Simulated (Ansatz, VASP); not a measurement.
Ir: VASP beside Ansatz

```
Ir
1.0
     0.00000    1.91328    1.91328
     1.91328    0.00000    1.91328
     1.91328    1.91328    0.00000
Ir
1
Direct
  0.00000 0.00000 0.00000
```

Change from the starting cell: volume scaled by 0.99.

Alike in both runs: task single point; functional PBE; k mesh 15 × 15 × 15; occupations fermi-dirac, width 0.05 eV; no spin polarisation.

```csv
,VASP,Ansatz
version,VASP 6.6.1,Ansatz 0.2.0
potentials or method,"VASP PAW PBE potentials, release 64 (Ir), cutoff 520 eV","all-electron LAPW, scalar-relativistic"
```

Ansatz gave:

```
pressure (GPa) : 12.9
```

Q: What did VASP give for the same quantities?

A: Pressure (GPa): 13.6.

Ansatz ran all-electron here, so the differences hold the error of VASP's frozen core and of both bases.

The runs have no spin-orbit coupling, so splittings on Ir are missing.
